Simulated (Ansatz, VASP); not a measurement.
Given: the input of a run of Ansatz 0.2.0 on ZnSe (Stilleite).

File input.yaml:

```yaml
crystal:
  lattice:
    - [0.0, 2.8338, 2.8338]
    - [2.8338, 0.0, 2.8338]
    - [2.8338, 2.8338, 0.0]
  atoms:
    - { symbol: Se, position: [0.75, 0.75, 0.75] }
    - { symbol: Zn, position: [0.0, 0.0, 0.0] }
hamiltonian:
  xc: revpbe
  pseudopotentials: { kind: paw }
kpoints:
  mp_grid: { grid: [8, 8, 8] }
  band_path:
    path:
      - [[0.0, 0.0, 0.0], [0.5, 0.0, 0.5], [0.5, 0.25, 0.75], [0.375, 0.375, 0.75], [0.0, 0.0, 0.0], [0.5, 0.5, 0.5], [0.625, 0.25, 0.625], [0.5, 0.25, 0.75], [0.5, 0.5, 0.5], [0.375, 0.375, 0.75]]
      - [[0.625, 0.25, 0.625], [0.5, 0.0, 0.5]]
    npoints: 14
scf:
  occupations: { method: fermi_dirac, width: 0.05 }
  n_extra_bands: 6
output:
  forces: true
  stress: true
  eigenvalues: true
  fatbands: false
```

Potentials or basis: Ansatz PAW.

Run with:

```bash
$ ansatz run input.yaml --threads 2 --pin off --max-ram 5632MiB --backend cpu --events-out ev --progress --plain --runs-dir out
```

**Question.** Set up the same calculation for VASP 6.6.1. Potentials there: VASP PAW PBE potentials, release 64 (Se, Zn).

**Answer.** As run (the cutoff follows the program's own potentials):

The input INCAR:

```
SYSTEM = ZnSe
PREC = Accurate
ENCUT = 520
EDIFF = 1E-6
ISMEAR = -1
SIGMA = 0.05
LREAL = .False.
LASPH = .True.
NELM = 60
ALGO = Normal
ISIF = 2
LWAVE = .False.
LCHARG = .False.
GGA = RE
```

Contents of KPOINTS:

```
regular mesh
0
Gamma
  8 8 8
  0 0 0
```

File POSCAR:

```
ZnSe
1.0
    0.0000000000      2.8338000000      2.8338000000
    2.8338000000      0.0000000000      2.8338000000
    2.8338000000      2.8338000000      0.0000000000
Se Zn
1 1
Direct
    0.7500000000      0.7500000000      0.7500000000
    0.0000000000      0.0000000000      0.0000000000
```

Contents of KPOINTS_OPT:

```
path GXWKGLUWLK,UX
10
line-mode
reciprocal
 0.0000000000  0.0000000000  0.0000000000  G
 0.5000000000  0.0000000000  0.5000000000  X

 0.5000000000  0.0000000000  0.5000000000  X
 0.5000000000  0.2500000000  0.7500000000  W

 0.5000000000  0.2500000000  0.7500000000  W
 0.3750000000  0.3750000000  0.7500000000  K

 0.3750000000  0.3750000000  0.7500000000  K
 0.0000000000  0.0000000000  0.0000000000  G

 0.0000000000  0.0000000000  0.0000000000  G
 0.5000000000  0.5000000000  0.5000000000  L

 0.5000000000  0.5000000000  0.5000000000  L
 0.6250000000  0.2500000000  0.6250000000  U

 0.6250000000  0.2500000000  0.6250000000  U
 0.5000000000  0.2500000000  0.7500000000  W

 0.5000000000  0.2500000000  0.7500000000  W
 0.5000000000  0.5000000000  0.5000000000  L

 0.5000000000  0.5000000000  0.5000000000  L
 0.3750000000  0.3750000000  0.7500000000  K

 0.6250000000  0.2500000000  0.6250000000  U
 0.5000000000  0.0000000000  0.5000000000  X
```

Potentials or basis: VASP PAW PBE potentials, release 64 (Se, Zn).

The run is started by

```bash
$ cat potpaw_PBE.64/Se/POTCAR potpaw_PBE.64/Zn/POTCAR > POTCAR
$ mpirun -np 1 vasp_std > vasp.out
```

Both were run:

|  | VASP | Ansatz | Ansatz less VASP |
| --- | --- | --- | --- |
| gap on the k mesh at the Fermi level (eV) | 1.41 | 1.41 | +0.001 |
| least direct gap on the mesh (eV) | 1.41 | 1.41 | +0.001 |
| gap along the band path (eV) | 1.41 | 1.41 | +0.001 |
| pressure (GPa) | 4.0 | 3.7 | -0.25 |

The functional is the same, so the differences come from potentials, cutoffs and numerics. The two sets of potentials don't hold the same shells in valence.

Caveats: the PAW data sets were made with another functional, which shifts forces and pressure a little (VASP); the PAW data sets come from PBE, with cores solved anew for the run's functional, which leaves a small shift of forces and pressure (Ansatz). A hybrid or GW would open this gap; revPBE tends to underestimate it.
